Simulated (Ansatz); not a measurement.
An Ansatz input:

```yaml
crystal:
  lattice:
    - [3.1373983922, 0.0, 0.0]
    - [0.0, 3.1373983922, 0.0]
    - [0.0, 0.0, 3.1373983922]
  atoms:
    - { symbol: Pd, position: [0.0, 0.0, 0.0], spin: 0.5 }
    - { symbol: Pd, position: [0.5, 0.5, 0.5], spin: -0.5 }
hamiltonian:
  xc: pbe
  pseudopotentials:
    kind: paw
    azcp:
      Pd: "pseudopotentials/Pd.paw.azcp"
basis:
  ecutwfc: 420
  fft_grid_basis: typed
kpoints:
  mp_grid: { grid: [16, 16, 16], shift: [0, 0, 0] }
magnetization:
  spin_polarized: true
scf:
  occupations: { method: fermi_dirac, width: 0.05 }
```

and its output:

```
Engine: ansatz 0.2.0, x86_64-unknown-linux-gnu
Pseudopotentials: kind: paw
Pseudopotential: Pd, paw, valence charge 18, recommended cutoff 420 eV (normal) 
Functional definition: PBE
  parameter kappa = 0.804
  parameter beta = 0.06672455060314922
  exchange = pbe_x(kappa = kappa, mu = beta*pi^2/3)
  correlation = pbe_c(beta = beta)
Crystal: 2 atoms, lattice volume = 30.882 Å³
Basis set: ecut = 420 eV, 619 PW (Γ)
Bands: 23, of which v1, the nominal top of the filled ones, is band 18 counted from 1 (17 counted from 0)
Symmetry: 48 space group operations
Space group: Pm-3m (ITA 221), of the structure as read, at distance tolerance 3.1e-5 Å
Magnetic group: BNS 221.97 (UNI 1599), of the structure as read, at distance tolerance 3.1e-5 Å
k-points: 165 of 4096
Non-local potential: Pd, projectors of the file, l = 0: 2, l = 1: 2, l = 2: 2, l = 3: 1
PAW form: soft (Blöchl's): semilocal exchange-correlation on the pseudo side does not see the compensation charge
PAW one-centre angular grid: Pd, 590 points (default); XC on 64 Gauss nodes
Initial density: superposition of atomic densities (chi_scale 0.1, normalization cell)
Starting moments: Σ|m| = 1 μB on 2 of 2 sites
Starting magnetic order: antiferromagnet; a translation exchanges its spin sublattices: spin-degenerate at every k-point
Initial wavefunctions: pseudopotential atomic-orbital guess
Functional: x = pbe(κ = 0.804, μ = 0.2195149727645171), c = pbe(β = 0.06672455060314922)
SCF iter   1: F=—  HF=-13947.382211 eV  |F-HF|=—  |Δ(HF+E_count)|=         —  Δρ=8.01e-2 (↑8.01e-2 ↓8.01e-2)  dr2=7.05e0  dr2_m=1.99e-1  M=0.000 μB ∫|m|=0.256 μB  β_m=0.30  ethr=3.10e-3  ⟨swp⟩=5.4  Hψ=15837  notcnv=0
SCF iter   2: F=—  HF=-13946.169771 eV  |F-HF|=—  |Δ(HF+E_count)|=    1.21e0  Δρ=4.86e-2 (↑4.86e-2 ↓4.86e-2)  dr2=2.38e0  dr2_m=1.24e-1  M=0.000 μB ∫|m|=0.186 μB  β_m=0.30  ethr=3.10e-3  ⟨swp⟩=2.4  Hψ=7575  notcnv=0  defer=47
SCF iter   3: F=—  HF=-13945.590829 eV  |F-HF|=—  |Δ(HF+E_count)|=   5.79e-1  Δρ=2.09e-2 (↑2.09e-2 ↓2.09e-2)  dr2=8.15e-2  dr2_m=7.69e-2  M=0.000 μB ∫|m|=0.130 μB  β_m=0.30  ethr=3.10e-3  ⟨swp⟩=2.1  Hψ=6226  notcnv=0  defer=47
SCF iter   4: F=—  HF=-13945.605553 eV  |F-HF|=—  |Δ(HF+E_count)|=   1.47e-2  Δρ=1.27e-2 (↑1.27e-2 ↓1.27e-2)  dr2=1.43e-3  dr2_m=4.54e-2  M=0.000 μB ∫|m|=0.099 μB  β_m=0.30  ethr=2.26e-4  ⟨swp⟩=2.0  Hψ=8528  notcnv=0  defer=57
SCF iter   5: F=—  HF=-13945.611993 eV  |F-HF|=—  |Δ(HF+E_count)|=   6.44e-3  Δρ=9.76e-3 (↑9.76e-3 ↓9.76e-3)  dr2=1.96e-4  dr2_m=2.67e-2  M=0.000 μB ∫|m|=0.077 μB  β_m=0.30  ethr=3.98e-6  ⟨swp⟩=2.0  Hψ=5299  notcnv=0  defer=57
SCF iter   6: F=—  HF=-13945.616330 eV  |F-HF|=—  |Δ(HF+E_count)|=   4.34e-3  Δρ=7.46e-3 (↑7.46e-3 ↓7.46e-3)  dr2=7.89e-7  dr2_m=1.57e-2  M=0.000 μB ∫|m|=0.059 μB  β_m=0.30  ethr=5.44e-7  ⟨swp⟩=2.0  Hψ=6719  notcnv=0  defer=57
SCF iter   7: F=—  HF=-13945.618319 eV  |F-HF|=—  |Δ(HF+E_count)|=   1.99e-3  Δρ=5.72e-3 (↑5.72e-3 ↓5.72e-3)  dr2=1.74e-7  dr2_m=9.26e-3  M=0.000 μB ∫|m|=0.046 μB  β_m=0.30  ethr=2.78e-10  ⟨swp⟩=4.0  Hψ=11835  notcnv=0
Mixer restart at iter 7: flushing history
spin-set hold released at iteration 7 (site moments contracting): the magnetisation degrees of freedom join the quasi-Newton model from the next iteration; the mixer history was flushed
SCF iter   8: F=—  HF=-13945.619494 eV  |F-HF|=—  |Δ(HF+E_count)|=   1.18e-3  Δρ=4.39e-3 (↑4.39e-3 ↓4.39e-3)  dr2=8.28e-8  dr2_m=5.45e-3  M=0.000 μB ∫|m|=0.035 μB  β_m=0.65  ethr=2.78e-10  ⟨swp⟩=4.0  Hψ=11411  notcnv=0
SCF iter   9: F=—  HF=-13945.621196 eV  |F-HF|=—  |Δ(HF+E_count)|=   1.70e-3  Δρ=5.70e-5 (↑5.70e-5 ↓5.70e-5)  dr2=9.63e-9  dr2_m=9.14e-7  M=0.000 μB ∫|m|=0.001 μB  β_m=0.82  ethr=2.30e-10  ⟨swp⟩=4.1  Hψ=12142  notcnv=0
SCF iter  10: F=—  HF=-13945.621197 eV  |F-HF|=—  |Δ(HF+E_count)|=   1.08e-6  Δρ=1.67e-5 (↑1.67e-5 ↓1.67e-5)  dr2=1.10e-8  dr2_m=7.57e-8  M=0.000 μB ∫|m|=0.000 μB  β_m=0.91  ethr=2.67e-11  ⟨swp⟩=3.0  Hψ=10437  notcnv=0
SCF iter  11: F=—  HF=-13945.621198 eV  |F-HF|=—  |Δ(HF+E_count)|=   1.21e-7  Δρ=8.31e-6 (↑8.31e-6 ↓8.31e-6)  dr2=7.59e-8  dr2_m=2.08e-10  M=0.000 μB ∫|m|=0.000 μB  β_m=0.65  ethr=2.67e-11  ⟨swp⟩=3.0  Hψ=10007  notcnv=0
SCF iter  12: F=—  HF=-13945.621197 eV  |F-HF|=—  |Δ(HF+E_count)|=   2.22e-8  Δρ=9.11e-7 (↑9.11e-7 ↓9.11e-7)  dr2=1.30e-10  dr2_m=2.05e-10  M=0.000 μB ∫|m|=0.000 μB  β_m=0.79  ethr=2.67e-11  ⟨swp⟩=3.0  Hψ=8393  notcnv=0
SCF iter  13: F=-13945.621197 eV  HF=-13945.621197 eV  |F-HF|=7.28e-12  |Δ(HF+E_count)|=  8.77e-10  Δρ=7.58e-8 (↑7.58e-8 ↓7.58e-8)  dr2=7.99e-14  dr2_m=1.52e-12  M=0.000 μB ∫|m|=0.000 μB  ethr=1.00e-12  ⟨swp⟩=2.0  Hψ=7475  notcnv=0
SCF 1 converged in 13 iterations: F = -13945.621197 eV  dr2 = 7.99e-14
WARN: the starting moments were not kept: the SCF closed with an absolute magnetisation of 1.2e-6 μB, where they sum to 1 μB in size (2 sites). That is at most 0.1 of that sum. Measured as dr2_m measures the in/out step, that magnetisation stands 2.0e-13 eV from none, at or under the dr2_threshold of 1.0e-7 eV: it is no larger than a step whose dr2_m would equal this threshold. The system may hold no moment; this SCF shows only that its start led to no more than that. To try another start: raise the starting moments (crystal.atoms[].spin, magnetization.per_species, magnetization.initial_magnetization, or on a non-collinear deck that types none of these the spinor_matrix: blocks that start its atoms; where the total moment is fixed, keep their sum and leave initial_magnetization as it is; typed ones take the place of any that the run laid by itself, positive ones on a crystal's lanthanoids without a Hubbard term where scf.initial_density.shell_occupations: [] is typed) or, if the notice of its spin-set hold's release reads "site moments contracting" or "site moments show no strong build", lengthen the hold (scf.mixing.spin_hold: { on: { confirm: 4 } }; for m-r²SCAN on two components see the key's manual first). Each may lead to a state that holds a moment. A second SCF, from the converged charge density, with the starting moments and any scf.initial_density.shell_occupations laid on it anew, would have followed, and was not run: the deck does not ask for one (magnetization.retry_lost_moments is false, the default). To let it run, set magnetization.retry_lost_moments: true and run the deck again, where that key's refused combinations let it; where memory then withholds it, that run's warning says so.
SCF converged after 13 iterations
Magnetization: 0.0000 μB (18.0000 up, 18.0000 down)
Absolute magnetization: 0.0000 μB (∫|ρ↑−ρ↓|, with the PAW one-centre terms)
Spin contamination: 0.0000 ħ² per cell (⟨S²⟩ above its minimum at these occupations)
Per-site moments (μB) at R_I (Å): [(1.7046863261290706e-7, 1.1207900176430323), (-1.7046863261290706e-7, 1.1207900176430323)]
Free energy (F): -13945.621197 eV
Harris-Foulkes:  -13945.621197 eV  (|F-HF|=7.28e-12)
Internal energy: -13945.600332 eV  (E = F + TS)
E sigma→0 (E₀):  -13945.610765 eV
Entropy (-TS):   -0.020866 eV (-10.433 meV/atom)
Fermi energy:    18.634179 eV
--- Per-component energies (eV) ---
  E_band       = -308.730499
  E_kinetic    = 1026.719832
  E_local      = -3627.124031  (includes V_loc(G=0)·N_el)
  E_nonlocal   = 434.788454
  E_hartree    = 1469.333658
  E_xc         = -336.843235
  E_vxc        = -422.547744  (∫ρ·V_xc dr)
  E_paw        = -7500.733869  (= ΣΔE_a)
  E_vpaw       = -659.234836  (= ΣTr[D̂ρ^β])
  E_aug_tail   = 0.000512  (compensation charges beyond the density's cutoff)
  E_ewald      = -5411.741653
  E_smearing   = -0.020866  (= −TS)
  E_closure    = 0.000000  (closes the sum)
  Σ components = -13945.621197   (vs F -13945.621197, Δ=0.00e0)
```

Launched by

```sh
ansatz run input.yaml --threads 1 --pin off --max-ram 3584MiB --backend cpu --events-out ev --progress --plain --runs-dir out
```

On 1 thread of Intel(R) Xeon(R) Platinum 8259CL CPU @ 2.50GHz (Skylake/Cascade Lake) (shared host) this took about 12 s of wall time and 12 s of CPU time.
